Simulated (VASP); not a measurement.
A run of VASP 6.6.1 is set up as follows.

The input INCAR:

```
PREC = Accurate
ENCUT = 520
EDIFF = 1E-6
ISMEAR = -1
SIGMA = 0.05
LREAL = False
LASPH = True
NELM = 80
ALGO = Normal
ISIF = 2
LWAVE = False
LCHARG = False
GGA = PS
NBANDS = 15
KPAR = 4
```

Contents of KPOINTS:

```
regular mesh
0
Gamma
  12 12 12
```

Contents of POSCAR:

```
TiC
1.0
    0.0000000000      2.1593000000      2.1593000000
    2.1593000000      0.0000000000      2.1593000000
    2.1593000000      2.1593000000      0.0000000000
Ti C
1 1
Direct
    0.0000000000      0.0000000000      0.0000000000
    0.5000000000      0.5000000000      0.5000000000
```

Potentials or basis: VASP PAW PBE potentials, release 64 (Ti_sv, C).

Run with:

```sh
$ cat potpaw_PBE.64/Ti_sv/POTCAR potpaw_PBE.64/C/POTCAR > POTCAR
$ mpirun -np 4 vasp_std > vasp.out
```

(1) Estimate the band gap on the k mesh.

(2) What does it give for the pressure?

## Answers

(1) none (metal or under the smearing width).

(2) -4.3 GPa.

Caveat: the PAW data sets were made with another functional, which shifts forces and pressure a little.
